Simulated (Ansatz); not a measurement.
# Molecular dynamics of WC

Input:

```yaml
accuracy: low
crystal:
  lattice:
    - [-3.026775, -5.242528, 0.0]
    - [4.540163, -2.621264, 0.0]
    - [0.0, 0.0, 5.923637]
  atoms:
    - { symbol: W, position: [0.75, 0.5, 0.0] }
    - { symbol: C, position: [0.5, 0.6666667, 0.25] }
    - { symbol: W, position: [0.75, 0.5, 0.5] }
    - { symbol: C, position: [0.5, 0.6666667, 0.75] }
    - { symbol: W, position: [0.5, 0.0, 0.0] }
    - { symbol: C, position: [0.25, 0.1666667, 0.25] }
    - { symbol: W, position: [0.5, 0.0, 0.5] }
    - { symbol: C, position: [0.25, 0.1666667, 0.75] }
    - { symbol: W, position: [0.25, 0.5, 0.0] }
    - { symbol: C, position: [0.0, 0.6666667, 0.25] }
    - { symbol: W, position: [0.25, 0.5, 0.5] }
    - { symbol: C, position: [0.0, 0.6666667, 0.75] }
    - { symbol: W, position: [0.0, 0.0, 0.0] }
    - { symbol: C, position: [0.75, 0.1666667, 0.25] }
    - { symbol: W, position: [0.0, 0.0, 0.5] }
    - { symbol: C, position: [0.75, 0.1666667, 0.75] }
basis:
  ecutwfc: 420.0
kpoints:
  mp_grid: { grid: [2, 2, 2] }
hamiltonian:
  xc: pbe
  dispersion: d3bj
  pseudopotentials: { kind: paw, azcp: { folder: soft_1 } }
scf:
  occupations: { method: fermi_dirac, width: 0.17 }
  lower_state_search: "off"
md:
  timestep: 1.5
  n_steps: 160
  ensemble: nve
  temperature: 4000.0
  initial_velocities: maxwell_boltzmann
  seed: 346806
```

Command:

```bash
$ ansatz run input.yaml --threads 1 --pin off --max-ram 3072MiB --backend cpu --events-out ev --progress --plain --runs-dir out
```

It starts from a structure without forces on its atoms.

Output, in part (step lines):

```
md step     0: t =     0.00 fs  T =  4000.0 K  F+E_penalty+E_count = -85101.01026095 eV  E_kin = 7.755600 eV  conserved = -85093.25466101 eV  (9 SCF iters)
[... lines left out ...]
```

The steps, from the saved trajectory:

```csv
time (fs),T (K),potential energy less start (eV),conserved less start (meV/atom)
0,4000,0.000,0.00
7.5,2917,2.107,0.46
15,1352,5.157,1.46
22.5,1816,4.246,0.76
30,2644,2.631,0.09
37.5,1855,4.167,0.53
45,813,6.199,1.25
52.5,1296,5.252,0.59
60,1752,4.364,0.35
67.5,1506,4.850,0.90
75,1726,4.419,0.61
82.5,2028,3.836,0.75
90,2410,3.092,0.64
97.5,2641,2.644,0.57
105,2491,2.937,0.67
112.5,2242,3.421,0.75
120,2202,3.498,0.77
127.5,2470,2.975,0.47
135,2184,3.526,0.32
142.5,1433,4.993,1.00
150,1778,4.317,0.53
157.5,1977,3.928,0.35
165,1462,4.937,0.94
172.5,1680,4.510,0.74
180,2212,3.473,0.40
187.5,1986,3.915,0.57
195,1600,4.671,1.05
202.5,2095,3.703,0.61
210,2521,2.876,0.48
217.5,2301,3.306,0.69
225,2064,3.764,0.65
232.5,1970,3.947,0.71
240,2009,3.872,0.69
```

All steps were run. The conserved energy stayed within 1.5 meV per atom of its start (net change 0.69 meV per atom), so the integration is sound. Over the second half the temperature averaged 0.50 of the 4000 K drawn at the start: a run that starts near a minimum puts about half its kinetic energy into the potential. A run of 0.24 ps of so small a system gives no equilibrium averages. Limits of this set-up: coarse k mesh, low accuracy level.

Mean squared displacements from the first frame to the last, about the centre of mass: W 0.02 Å², C 0.06 Å².

Last frame:

```xyz
16
Lattice="-3.0268 -5.2425 0.0000 4.5402 -2.6213 0.0000 0.0000 0.0000 5.9236" Properties=species:S:1:pos:R:3
W -0.104 -5.141 0.000
C 1.732 -4.380 1.576
W 0.053 -5.383 2.948
C 1.397 -4.444 4.417
W -1.507 -2.504 -0.117
C 0.283 -1.673 1.608
W -1.582 -2.577 2.897
C 0.017 -2.110 4.700
W 1.593 -2.682 0.028
C 2.990 -1.753 1.697
W 1.504 -2.527 2.981
C 3.061 -1.644 4.552
W 0.106 -0.109 0.084
C -1.376 -4.309 1.472
W -0.093 -0.025 2.977
C -1.593 -4.512 4.419
```

Time of the run: 13 min on 1 thread of Arm Neoverse V2, on a shared host, peak memory 0.54 GiB.
